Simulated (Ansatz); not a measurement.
# Graphene bilayer (AB) in a perpendicular field, part 2 of 4

What dipole does a perpendicular field induce in the graphene bilayer (AB)? A positive field points along +c.

Ansatz 0.2.0; plane-wave DFT, PBEsol-D3(BJ), Ansatz PAW (the session's first sound run).

So far. Step 2 (Relaxing the slab): The lattice constant a goes from 2.467 to 2.458 Å.

In doubt: Bader basins on short bonds can need a finer grid (steps 3, 8), which would bear on Bader charges.

### Step 3. Single point, field 0

A sawtooth potential applies the field, turning back in the middle of the vacuum. With the dipole correction the typed value is the field outside the slab. The induced dipole is small, so the SCF threshold is tight.

The cell differs from the one that the last finished run ended in (c 30.500 → 21.331 Å).

File input.yaml:

```yaml
crystal:
  lattice:
    - [2.4584409459, 0.0, 0.0]
    - [-1.229220473, 2.1290723129, 0.0]
    - [0.0, 0.0, 21.3306843134]
  atoms:
    - { symbol: C, position: [0.6666666667, 0.3333333333, 0.4219480723] }
    - { symbol: C, position: [0.3333333333, 0.6666666667, 0.4219273919] }
    - { symbol: C, position: [0.0, 0.0, 0.5780726081] }
    - { symbol: C, position: [0.6666666667, 0.3333333333, 0.5780519277] }
kpoints:
  mp_grid: { grid: [24, 24, 1] }
  band_path:
    path: [[0, 0, 0], [0.5, 0, 0], [0.33333333, 0.33333333, 0], [0, 0, 0]]
    npoints: 16
hamiltonian:
  xc: pbesol
  dispersion: d3bj
scf:
  occupations: { method: fermi_dirac, width: 0.02585 }
  convergence: { dr2_threshold: 1.0e-10 }
efield:
  axis: 3
  dipole_correction: true
  ramp_position: 0.97
  ramp_width: 0.06
  amplitude: 0
output:
  dos: { projected: true, e_range: [-6, 5] }
  bader: true
  write_potential: true
  write_density: true
  volumetric_format: npy
  elf: true
```

The run is started by

```bash
$ ansatz run input.yaml --threads 2 --pin off --max-ram 3072MiB --backend cpu --events-out ev --progress --plain --runs-dir out
```

Numbers of over 12 decimals in the logs are rounded to 6 here.

What it wrote:

```text
[...]
Crystal: 4 atoms, lattice volume = 111.649 Å³
Basis set: ecut = 420 eV, 2117 PW (Γ)
Bands: 12, of which v1, the nominal top of the filled ones, is band 8 counted from 1 (7 counted from 0)
Symmetry: 6 space group operations
k-points: 61 of 576 (time reversal used)
[...]
SCF iter   1: F=—  HF=-987.054422 eV  |F-HF|=—  |Δ(HF+E_count)|=         —  Δρ=2.16e-3  dr2=5.64e-3  ethr=1.77e-3  p=0.000 e·Å  D=1.86e-14 V/Å  ΔV_dip=-0.00 eV  dr2_dipole=4.37e-10  V_vac-E_F(+/−)=4.56/4.56 eV  ⟨swp⟩=7.3  Hψ=5278  notcnv=0
efield: sawtooth ramp at fractional position 0.9700 (set: `efield.ramp_position`, or a place that a band, a saddle search or an elastic batch's reference lends), width 0.0600; the density the first Hamiltonian is built on has a dipole p = 0.000 e·Å; the dipole correction subtracts the counter field D = 1.86e-14 V/Å, which shifts the + side's vacuum level by -0.00 eV against the − side's; the planar-averaged density in the ramp window peaks in size at 1.9e-5 e/Å³
[...]
SCF iter   2: F=—  HF=-987.059321 eV  |F-HF|=—  |Δ(HF+E_count)|=   4.90e-3  Δρ=1.33e-3  dr2=7.74e-3  ethr=3.52e-5  p=-0.000 e·Å  D=-1.66e-5 V/Å  ΔV_dip=0.00 eV  dr2_dipole=5.44e-10  V_vac-E_F(+/−)=4.22/4.22 eV  ⟨swp⟩=3.9  Hψ=2291  notcnv=0
[...]
SCF iter   9: F=-987.057142 eV  HF=-987.057142 eV  |F-HF|=1.73e-11  |Δ(HF+E_count)|=  3.37e-11  Δρ=1.23e-7  dr2=1.15e-11  ethr=1.00e-12  p=0.000 e·Å  D=1.28e-8 V/Å  ΔV_dip=-0.00 eV  dr2_dipole=1.52e-15  V_vac-E_F(+/−)=4.34/4.34 eV  ⟨swp⟩=2.0  Hψ=1465  notcnv=0
SCF 1 converged in 9 iterations: F = -987.057142 eV  dr2 = 1.15e-11
[...]
NSCF: frozen V_eff on 49 k-points
efield: sawtooth ramp at fractional position 0.9700 (kept from the solve that this one continues, or follows in the run), width 0.0600; the density the first Hamiltonian is built on has a dipole p = 0.000 e·Å; the dipole correction subtracts the counter field D = 1.28e-8 V/Å, which shifts the + side's vacuum level by -0.00 eV against the − side's; the planar-averaged density in the ramp window peaks in size at 8.0e-8 e/Å³
[...]
SCF converged after 9 iterations
Free energy (F): -987.057142 eV
[...]
Internal energy: -987.056893 eV  (E = F + TS)
E sigma→0 (E₀):  -987.057018 eV
Entropy (-TS):   -0.000249 eV (-0.062 meV/atom)
Fermi energy:    -0.777390 eV
Dipole field:    D = -0.000000 V/Å  (p = -0.000000 e·Å, saw-weighted, corrected)
Work function:   Φ+ = 4.3395 eV   Φ− = 4.3395 eV
Levels:          The Fermi level and band energies are counted from a zero that moves with the ramp; work functions are not
[...]
--- Band table (eV; the first three rows and the last of 61) ---
  k-point 0: bands = [... 4 lower, -3.7633, -3.7633, -3.7536, -3.7536, 2.7335, 3.1572, 3.7235, 4.7210]
  k-point 1: bands = [... 4 lower, -3.9344, -3.9222, -3.8552, -3.8437, 2.7888, 3.2134, 3.7805, 4.7776]
  k-point 2: bands = [... 4 lower, -4.4212, -4.4030, -4.1110, -4.0959, 2.9547, 3.3820, 3.9515, 4.9473]
  k-point 60: bands = [... 4 lower, -11.4313, -11.4313, -1.1256, -0.7774, -0.7774, -0.4071, 9.6543, 9.6543]
--- Bader charges: 4 sites ---
  site symbol  charge [e]  shift [e]
     0      C     -0.0007     0.0003
     1      C      0.0007     0.0003
     2      C      0.0007     0.0003
     3      C     -0.0007     0.0003
  estimated error of the sums over rays = 2.6e-4 e
```

Elapsed: 59 s, on 2 threads of Arm Neoverse N1, shared host; peak memory 0.41 GiB.

Numbers from this step:

- energy at zero smearing: -987.0570 eV
- work function, upper face: 4.340 eV
- dipole along the normal: -3.54e-8 e·Å

Running mean over a fixed 2.5 Å (it still follows the layers) of the planar mean; the ramp of the sawtooth is left out. The electron's electrostatic potential energy less the Fermi level by z:

```csv
z (Å),electron's electrostatic potential energy less the Fermi level (eV)
3.0,4.34
3.5,4.34
4.0,4.34
4.5,4.34
5.0,4.34
5.5,4.34
6.0,4.32
6.5,4.22
7.0,3.66
7.5,0.617
8.0,-5.45
8.5,-8.29
9.0,-8.73
9.5,-8.32
10.0,-5.60
10.5,-0.542
11.0,-2.03
11.5,-6.99
12.0,-8.58
12.5,-8.69
13.0,-7.79
13.5,-3.46
14.0,2.15
14.5,3.97
15.0,4.28
15.5,4.33
16.0,4.34
16.5,4.34
17.0,4.34
17.5,4.34
18.0,4.34
```

The density of states has structure finer than the step of the table below, so its rows give means over 0.25 eV, whole bins alone (the curve runs from -6 to 1.99 eV). Peaks (eV: height): -5.780: 2.88, -5.420: 1.74, -5.010: 1.56, -2.640: 1.19, -2.200: 1.14, 1.550: 1.39, 1.830: 1.28.

Density of states against energy, zero at the Fermi level; means over each step:

```csv
energy (eV),density of states (states/eV a cell)
-5.75,1.73
-5.50,1.39
-5.25,1.23
-5.00,1.41
-4.75,1.23
-4.50,1.19
-4.25,1.16
-4.00,1.14
-3.75,1.11
-3.50,1.12
-3.25,1.11
-3.00,0.911
-2.75,0.862
-2.50,0.869
-2.25,0.932
-2.00,0.652
-1.75,0.511
-1.50,0.393
-1.25,0.301
-1.00,0.253
-0.75,0.167
-0.50,0.109
-0.25,0.0465
0.00,0.0104
0.25,0.0353
0.50,0.0971
0.75,0.183
1.00,0.277
1.25,0.413
1.50,0.870
1.75,0.893
```

Projected DOS per atom over height of the atomic layer and energy from the Fermi level. Layers: C2 C2 from below.

Values in states/eV, 22 rows by 2 columns, each cell a mean:
```
0.225 0.225
0.190 0.190
0.078 0.078
0.044 0.044
0.015 0.015
0.004 0.004
0.018 0.018
0.041 0.041
0.067 0.067
0.094 0.094
0.136 0.136
0.218 0.218
0.223 0.223
0.212 0.212
0.278 0.278
0.278 0.278
0.284 0.284
0.293 0.293
0.306 0.306
0.337 0.337
0.331 0.331
0.376 0.376
```
Columns: height of the atomic layer (Å) from 9.00 to 12.3; rows upwards: energy from the Fermi level (eV) from -5.96 to 1.96.

The electronic bands at the labelled points (eV, zero at the Fermi level):

```csv
point,band 5,band 6,band 7,band 8,band 9,band 10,band 11,band 12
Γ,-2.99,-2.99,-2.98,-2.98,3.51,3.93,4.50,5.50
halfway,-6.43,-5.46,-5.04,-5.01,5.50,5.94,6.55,7.13
M,-6.43,-6.40,-2.59,-2.21,1.51,1.89,7.34,7.56
halfway,-8.27,-8.22,-1.98,-1.61,1.39,1.58,9.84,10.14
K,-10.65,-10.65,-0.35,0.00,0.00,0.37,10.43,10.43
halfway,-6.43,-6.41,-5.85,-4.91,6.16,6.31,6.56,6.62
Γ,-2.99,-2.99,-2.98,-2.98,3.51,3.93,4.50,5.50
```

The electronic bands as a text plot (rows in eV, shown from -8.0 to 5.5 only):

```
    5.2 |*   ******* *                             *   *****    *
    4.7 |********     **                         **      ********
    4.1 |*******        *                       *         *******
    3.5 |****           **                      *            ****
    3.0 |                *                     *
    2.4 |                 **                 ***
    1.8 |                 **********         **
    1.3 |                    **********     *
    0.7 |                             *** **
    0.2 |                               **
   -0.4 |                              *****
   -1.0 |                            ***  ***
   -1.5 |                         ****      ***
   -2.1 |                   *********          *
   -2.7 |                 *******            **
   -3.2 |****            ***                   **            ****
   -3.8 |   ****      ****                      ***       ***
   -4.3 |    ** *    *  *                        ***     *
   -4.9 |      * **** **                            ** ** **
   -5.5 |          ***                             *  *  *
   -6.0 |       *** * ******                        ******
   -6.6 |    *** ***      ******                    ***** ***
   -7.2 |****   *  *            **                 *  *  *   ****
   -7.7 |   ****                  *              ** **    ***
         Γ                   M           K                      Γ
```

ELF in the ca plane at fractional y = 0.333, with atoms of C within 0.2 Å of it. It is the smooth field of the valence electrons, not physical close to the nuclei.

Ten even steps from '0' (0.00) to '9' (0.78), each cell a mean:
```
00000000000000000147999851026999973100000000
00000000000000000257745862037755874200000000
00000000000000000257612762037611675200000000
00000000000000000257867862027866874100000000
00000000000000000147999851026999963100000000
00000000000000000125788641014788742000000000
00000000000000000024677631014677642000000000
00000000000000000135899741015899852000000000
```
Columns run along c (16.0 Å, from fractional 0.06 to 0.81 of the cell), rows up along a (2.5 Å). Atoms in or near the plane, at fractional coordinates: C at (0.42, 0.67), C at (0.58, 0.67).

Valence density in the ca plane at fractional y = 0.333, with atoms of C within 0.2 Å of it. It is the smooth field of the valence electrons, not physical close to the nuclei.

Ten even steps from '0' (0.0 e/Å³) to '9' (1.8 e/Å³), each cell a mean:
```
00000000000000000001487310001478410000000000
00000000000000000002698410001599510000000000
00000000000000000002699410002599510000000000
00000000000000000002598410001599510000000000
00000000000000000001476310001377310000000000
00000000000000000001354200001245210000000000
00000000000000000001244200001244200000000000
00000000000000000001354200001355310000000000
```
Columns run along c (16.0 Å, from fractional 0.06 to 0.81 of the cell), rows up along a (2.5 Å). Atoms in or near the plane, at fractional coordinates: C at (0.42, 0.67), C at (0.58, 0.67).

Electrostatic potential energy in the ca plane at fractional y = 0.333, with atoms of C within 0.2 Å of it. With pseudopotentials it is smooth inside the atoms' cores, unlike the true potential.

Ten even steps from '0' (-47 eV) to '9' (4 eV), each cell a mean:
```
99999999999999999999634799999744799999999999
99999999999999999998300599998400489999999999
99999999999999999998100489998300389999999999
99999999999999999998401699998511599999999999
99999999999999999999755899999755799999999999
99999999999999999999867899999877899999999999
99999999999999999999867899999877899999999999
99999999999999999999877899999877899999999999
```
Columns run along c (16.0 Å, from fractional 0.06 to 0.81 of the cell; values clipped at the 3rd and 97th percentile), rows up along a (2.5 Å). Atoms in or near the plane, at fractional coordinates: C at (0.42, 0.67), C at (0.58, 0.67).

The work function of the upper face is 4.34 eV.

### Step 4. Atoms held, field 0.05 V/Å

input.yaml, as its differences from that of step 3:

```diff
@@ -26,6 +26,4 @@
   ramp_width: 0.06
-  amplitude: 0
+  amplitude: 0.05
 output:
-  dos: { projected: true, e_range: [-6, 5] }
-  bader: true
   write_potential: true
@@ -33,2 +31 @@
   volumetric_format: npy
-  elf: true
```

What it wrote:

```text
[...]
Crystal: 4 atoms, lattice volume = 111.649 Å³
Basis set: ecut = 420 eV, 2117 PW (Γ)
Bands: 12, of which v1, the nominal top of the filled ones, is band 8 counted from 1 (7 counted from 0)
Symmetry: 6 space group operations
k-points: 61 of 576 (time reversal used)
[...]
--- Band table (eV; the first three rows and the last of 61) ---
  k-point 0: bands = [... 4 lower, -3.7700, -3.7700, -3.7471, -3.7471, 2.7086, 3.1706, 3.6841, 4.7590]
  k-point 1: bands = [... 4 lower, -3.9404, -3.9164, -3.8614, -3.8376, 2.7640, 3.2268, 3.7410, 4.8156]
  k-point 2: bands = [... 4 lower, -4.4260, -4.3983, -4.1163, -4.0907, 2.9303, 3.3950, 3.9119, 4.9853]
  k-point 60: bands = [... 4 lower, -11.4421, -11.4207, -1.1258, -0.7891, -0.7658, -0.4070, 9.6386, 9.6697]
[key lines of the parts left out:]
SCF converged after 11 iterations
Free energy (F): -987.057324 eV
Fermi energy:    -0.777444 eV
Dipole field:    D = 0.011764 V/Å  (p = 0.007259 e·Å, saw-weighted, corrected)
```

Elapsed: 17 s, on 2 threads; peak memory 0.39 GiB.

The dipole is 0.00726 e·Å.

### Step 5. Single point, field -0.05 V/Å

input.yaml, as its differences from that of step 4:

```diff
@@ -26,3 +26,3 @@
   ramp_width: 0.06
-  amplitude: 0.05
+  amplitude: -0.05
 output:
```

What it wrote:

```text
[...]
Crystal: 4 atoms, lattice volume = 111.649 Å³
Basis set: ecut = 420 eV, 2117 PW (Γ)
Bands: 12, of which v1, the nominal top of the filled ones, is band 8 counted from 1 (7 counted from 0)
Symmetry: 6 space group operations
k-points: 61 of 576 (time reversal used)
[...]
--- Band table (eV; the first three rows and the last of 61) ---
  k-point 0: bands = [... 4 lower, -3.7700, -3.7700, -3.7471, -3.7471, 2.7086, 3.1706, 3.6841, 4.7590]
  k-point 1: bands = [... 4 lower, -3.9404, -3.9164, -3.8614, -3.8376, 2.7640, 3.2268, 3.7410, 4.8156]
  k-point 2: bands = [... 4 lower, -4.4260, -4.3983, -4.1163, -4.0907, 2.9303, 3.3950, 3.9119, 4.9853]
  k-point 60: bands = [... 4 lower, -11.4421, -11.4207, -1.1258, -0.7891, -0.7658, -0.4070, 9.6386, 9.6697]
[key lines of the parts left out:]
SCF converged after 11 iterations
Free energy (F): -987.057324 eV
Fermi energy:    -0.777444 eV
Dipole field:    D = -0.011764 V/Å  (p = -0.007259 e·Å, saw-weighted, corrected)
```

It took 17 s on 2 threads; peak memory 0.39 GiB.

The dipole is -0.00726 e·Å.

### Step 6. Atoms held, field 0.1 V/Å

input.yaml, as its differences from that of step 5:

```diff
@@ -26,3 +26,3 @@
   ramp_width: 0.06
-  amplitude: -0.05
+  amplitude: 0.1
 output:
```

What it wrote:

```text
[...]
Crystal: 4 atoms, lattice volume = 111.649 Å³
Basis set: ecut = 420 eV, 2117 PW (Γ)
Bands: 12, of which v1, the nominal top of the filled ones, is band 8 counted from 1 (7 counted from 0)
Symmetry: 6 space group operations
k-points: 61 of 576 (time reversal used)
[...]
--- Band table (eV; the first three rows and the last of 61) ---
  k-point 0: bands = [... 4 lower, -3.7806, -3.7806, -3.7368, -3.7368, 2.6418, 3.2002, 3.6037, 4.8545]
  k-point 1: bands = [... 4 lower, -3.9508, -3.9063, -3.8718, -3.8276, 2.6976, 3.2560, 3.6606, 4.9111]
  k-point 2: bands = [... 4 lower, -4.4356, -4.3891, -4.1263, -4.0810, 2.8647, 3.4235, 3.8313, 5.0810]
  k-point 60: bands = [... 4 lower, -11.4536, -11.4095, -1.1267, -0.8014, -0.7538, -0.4065, 9.6220, 9.6849]
[key lines of the parts left out:]
SCF converged after 11 iterations
Free energy (F): -987.057868 eV
Fermi energy:    -0.777610 eV
Dipole field:    D = 0.023471 V/Å  (p = 0.014482 e·Å, saw-weighted, corrected)
```

Wall time 17 s (2 threads); peak memory 0.39 GiB.

The dipole is 0.0145 e·Å, and the gap 0.048 eV.

### Step 7. Single point, field 0.2 V/Å

input.yaml, as its differences from that of step 6:

```diff
@@ -26,3 +26,3 @@
   ramp_width: 0.06
-  amplitude: 0.1
+  amplitude: 0.2
 output:
```

What it wrote:

```text
[...]
Crystal: 4 atoms, lattice volume = 111.649 Å³
Basis set: ecut = 420 eV, 2117 PW (Γ)
Bands: 12, of which v1, the nominal top of the filled ones, is band 8 counted from 1 (7 counted from 0)
Symmetry: 6 space group operations
k-points: 61 of 576 (time reversal used)
[...]
--- Band table (eV; the first three rows and the last of 61) ---
  k-point 0: bands = [... 4 lower, -3.8075, -3.8075, -3.7113, -3.7113, 2.4212, 3.1545, 3.4620, 4.9482]
  k-point 1: bands = [... 4 lower, -3.9775, -3.8985, -3.8810, -3.8022, 2.4776, 3.2104, 3.5182, 5.0038]
  k-point 2: bands = [... 4 lower, -4.4618, -4.3642, -4.1528, -4.0559, 2.6466, 3.3780, 3.6866, 5.1706]
  k-point 60: bands = [... 4 lower, -11.4813, -11.3831, -1.1307, -0.8308, -0.7257, -0.4038, 9.5847, 9.7170]
[key lines of the parts left out:]
SCF converged after 12 iterations
Free energy (F): -987.060028 eV
Fermi energy:    -0.778264 eV
Dipole field:    D = 0.046449 V/Å  (p = 0.028660 e·Å, saw-weighted, corrected)
```

It took 19 s on 2 threads; peak memory 0.39 GiB.

The dipole is 0.0287 e·Å, and the gap 0.105 eV.

### Step 8. Atoms held, field 0.3 V/Å

input.yaml, as its differences from that of step 7:

```diff
@@ -26,4 +26,6 @@
   ramp_width: 0.06
-  amplitude: 0.2
+  amplitude: 0.3
 output:
+  dos: { projected: true, e_range: [-6, 5] }
+  bader: true
   write_potential: true
@@ -31 +33,2 @@
   volumetric_format: npy
+  elf: true
```

What it wrote:

```text
[...]
Crystal: 4 atoms, lattice volume = 111.649 Å³
Basis set: ecut = 420 eV, 2117 PW (Γ)
Bands: 12, of which v1, the nominal top of the filled ones, is band 8 counted from 1 (7 counted from 0)
Symmetry: 6 space group operations
k-points: 61 of 576 (time reversal used)
[...]
k-point 2: bands = [... 4 lower, -4.4983, -4.3300, -4.1894, -4.0216, 2.3361, 3.0972, 3.7599, 5.0284]
  k-point 60: bands = [... 4 lower, -11.5185, -11.3482, -1.1395, -0.8695, -0.6893, -0.3972, 9.5392, 9.7526]
--- Bader charges: 4 sites ---
  site symbol  charge [e]  shift [e]
     0      C     -0.0036     0.0003
     1      C     -0.0021     0.0003
     2      C      0.0034     0.0002
     3      C      0.0022     0.0002
  estimated error of the sums over rays = 2.4e-4 e
[key lines of the parts left out:]
SCF converged after 11 iterations
Free energy (F): -987.063581 eV
Fermi energy:    -0.779372 eV
Dipole field:    D = 0.068557 V/Å  (p = 0.042300 e·Å, saw-weighted, corrected)
```

Run time: 64 s. Hardware: 2 threads; peak memory 0.4 GiB; 2.1 min of CPU time.

The dipole is 0.0423 e·Å, and the gap 0.180 eV.

[end of part 2 of 4]

[Logs are printed without paths, hosts, clocks, repeated set-up lines and the standing remarks that a program may print on its own settings, such as how far it seeks lower states.]

[Hosts, paths, dates, database ids (printed as entryN), source tags and the programs' standing remarks are cut or masked in the printed files.]

[Maps of the electrostatic potential energy from Ansatz leave out the sawtooth potential of an applied field or a dipole correction, so their vacuum need not be flat; planar profiles and work functions include it.]

[The density of states shown here was stored with 400 of the rows of the run's finer table, so its peaks can read low, often by over a quarter, or be missed, and its means over a window can be off by a tenth or more.]
